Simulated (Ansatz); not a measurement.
SrO: the change of pressure with volume per atom

All results are calculated (Ansatz 0.2.0). Periodic Kohn-Sham DFT of a crystal at fixed atoms; pressure and stress are positive in compression; the energy is the free energy less that of spherical unpolarised free atoms; site moments are those in the method's own spheres, positive along +z.

Cell of the first row (space group Fm-3m, No. 225):
```
CELL_PARAMETERS angstrom
0.00000 2.51730 2.51730
2.51730 0.00000 2.51730
2.51730 2.51730 0.00000
ATOMIC_POSITIONS crystal
Sr 0.00000 0.00000 0.00000
O 0.50000 0.50000 0.50000
```

Settings of every row: method frozen-core PAW; functional PBE; relativity scalar; k mesh 8x8x8; filling fermi-dirac; smearing width 0.02 eV; wave cutoff 420 eV; paw set soft_2.

Atom start moment: 0 on all atoms.

| row | volume per atom (Å³) | pressure (GPa) |
| --- | --- | --- |
| 1 | 15.952 | 9.819 |
| 2 | 16.292 | 7.267 |
| 3 | 16.631 | 4.978 |
| 4 | 16.801 | 3.923 |
| 5 | 16.971 | 2.923 |
| 6 | 17.14 | 1.975 |
| 7 | 17.31 | ? |
| 8 | 17.649 | -0.587 |
| 9 | 17.989 | -2.081 |

Question: what pressure should row 7 give?

Worked fit of pressure. Take u = (V_r/V)^(2/3) − 1 with V_r = 16.886 Å³ an atom, which is twice the finite (Eulerian) strain; such expansions in the strain, on which the Birch-Murnaghan equation of state is built, carry the rest volume and the bulk modulus. The shown rows have u = 0.03866, 0.02416, 0.0102, 0.00337, -0.00334, -0.0099, -0.02903, -0.04131. Least squares give pressure = 3.4144 + 149.373 × u + 408.73 × u² + 326 × u³ GPa; a parabola predicts inner rows, each left out in turn, worse (root mean square 0.0055 against 0.0028 GPa). The rows lie off it by 0.000, 0.001, -0.003, 0.001, 0.003, 0.000, -0.002, 0.001. The pressure vanishes at u = -0.0245, or V = 17.53 Å³ an atom, and there the bulk modulus at fixed shape and fractions is B = −V dP/dV = (2/3)(1 + u) dP/du = 84.5 GPa. The withheld row has u = -0.0164, so the fit gives 3.4144 + 149.373 × (-0.0164) + 408.73 × (-0.0164)² + 326 × (-0.0164)³ = 1.073 GPa.

The calculation gave 1.075 GPa. The fit lies 0.002 GPa (0.017 % of the column's range) below it; its largest miss of a shown row is 0.003 GPa.
